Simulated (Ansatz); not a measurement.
# Se: energy and pressure over a range of volumes

The task here is to estimate one member of a computed series from the others.

Method: DFT PBE, scalar-relativistic, in Ansatz 0.2.0.

## The starting structure

It takes space group P3_121 (No. 152, trigonal). The conventional cell has a = 4.366 Å, b = 4.366 Å, c = 4.954 Å, α = 90.00°, β = 90.00°, γ = 120.00°. Se (site symmetry 2) is surrounded by 2 Se at 2.37 Å.

Structure file:

```
Se
1.0
     4.36620    0.00000    0.00000
    -2.18310    3.78124    0.00000
     0.00000    0.00000    4.95360
Se
3
Cartesian
  0.9841 0.0000 1.6512
  -0.4921 0.8523 3.3024
  1.6910 2.9289 0.0000
```

Atoms are numbered in the order of the input: Se1, Se2, Se3.

The first run:

File input.yaml:

```yaml
crystal:
  lattice:
    - [4.3071900132, 0.0, 0.0]
    - [-2.1535950066, 3.7301359704, 0.0]
    - [0.0, 0.0, 4.8866512526]
  atoms:
    - { symbol: Se, position: [0.2254, 0.0, 0.3333333333] }
    - { symbol: Se, position: [0.0, 0.2254, 0.6666666667] }
    - { symbol: Se, position: [0.7746, 0.7746, 0.0] }
kpoints:
  mp_grid: { grid: [6, 6, 5] }
  band_path:
    path:
      - [0.0, 0.0, 0.0]
      - [0.5, 0.0, 0.0]
      - [0.3333333333, 0.3333333333, 0.0]
      - [0.0, 0.0, 0.0]
      - [0.0, 0.0, 0.5]
      - [0.5, 0.0, 0.5]
      - [0.3333333333, 0.3333333333, 0.5]
      - [0.0, 0.0, 0.5]
      - [0.5, 0.0, 0.5]
    npoints: 5
scf:
  occupations: { method: fermi_dirac, width: 0.03 }
hamiltonian:
  xc: pbe
  pseudopotentials: { kind: all_electron, lapw: { basis_error: 0.001 } }
output:
  forces: true
  stress: true
  eigenvalues: true
```

Command:

```
$ ansatz run input.yaml --threads 1 --pin off --max-ram 4096MiB --backend cpu --events-out ev --progress --plain --runs-dir out
```

Steps of the session up to this table: Volume × 0.96, LAPW; Volume × 0.96, PAW; Volume × 0.96, crystal datasets; Volume × 0.99, LAPW; Volume × 0.99, PAW; Volume × 0.99, crystal datasets; Volume × 1.02, LAPW; Volume × 1.02, PAW; Volume × 1.02, crystal datasets; Volume × 1.06, LAPW; Volume × 1.06, PAW; Volume × 1.06, crystal datasets.

One of the session's tables, all rows but one given; the rest of the session is left out.

It belongs to the step «The equation of state». 

| method | volume (Å³/atom) | pressure (GPa) | gap on the k mesh (eV) | largest force (eV/Å) |
| --- | --- | --- | --- | --- |
| LAPW | 26.170 | 5.51 | 1.29 | 0.842 |
| LAPW | 26.988 | 3.41 | 1.31 | 0.500 |
| LAPW | 27.806 | 1.60 | 1.33 | 0.192 |
| LAPW | 28.896 | -0.40 | 1.34 | 0.170 |
| PAW | 26.170 | 5.52 | 1.29 | 0.848 |
| PAW | 26.988 | 3.42 | 1.31 | 0.506 |
| PAW | 27.806 | 1.61 | 1.32 | 0.198 |
| PAW | 28.896 | ? | ? | ? |
| crystal datasets | 26.170 | 5.51 | 1.29 | 0.842 |
| crystal datasets | 26.988 | 3.40 | 1.31 | 0.500 |
| crystal datasets | 27.806 | 1.60 | 1.33 | 0.193 |
| crystal datasets | 28.896 | -0.40 | 1.34 | 0.170 |

Q: Estimate the row for PAW, 28.896 from the others.

**Answer.** pressure (GPa): -0.40; gap on the k mesh (eV): 1.33; largest force (eV/Å): 0.165.

Limits of these values: Shape and positions are held, so a fully relaxed modulus can be lower. Warnings in the runs' records: crystal datasets made.
